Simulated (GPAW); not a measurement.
A run of GPAW 26.7.0 is set up as follows.

File run.py:

```python
from ase import Atoms
from ase.dft.bandgap import bandgap
from ase.io import write
from ase.units import GPa
from gpaw import GPAW, PW

atoms = Atoms(['O', 'Li', 'Li'],
              cell=[[0.0, 2.3268543819, 2.3268543819],
                    [2.3268543819, 0.0, 2.3268543819],
                    [2.3268543819, 2.3268543819, 0.0]],
              scaled_positions=[[0.0, 0.0, 0.0],
                                [0.25, 0.25, 0.25],
                                [0.75, 0.75, 0.75]],
              pbc=True)

calc = GPAW(mode=PW(600),
            xc='PBE',
            kpts={'size': (8, 8, 8), 'gamma': True},
            occupations={'name': 'fermi-dirac', 'width': 0.05},
            nbands=12,
            maxiter=120,
            txt='gpaw.txt')
atoms.calc = calc
energy = atoms.get_potential_energy()
forces = atoms.get_forces()
stress = atoms.get_stress()
calc.write('gs.gpw')
write('result.traj', atoms)
print(f'Energy: {energy:.6f} eV')
print('Forces (eV/A):')
print(forces.round(4))
print('Stress (GPa):', (stress / GPa).round(3))
print('Fermi level:', round(calc.get_fermi_level(), 4), 'eV')
print(f'Gap: {bandgap(calc)[0]:.4f} eV, direct: {bandgap(calc, direct=True)[0]:.4f} eV')
```

Potentials or basis: GPAW PAW data sets (gpaw-data 1.2.1), pw.

The run is started by

```bash
$ OMP_NUM_THREADS=1 python run.py
```

(1) Predict the band gap on the k mesh.

(2) Predict the pressure.

Answers

(1) 4.93 eV, indirect (least direct gap 5.09 eV).

(2) -2.4 GPa.

Caveat: the cutoff is short for stress and forces, so pressures can be off by a GPa or more.
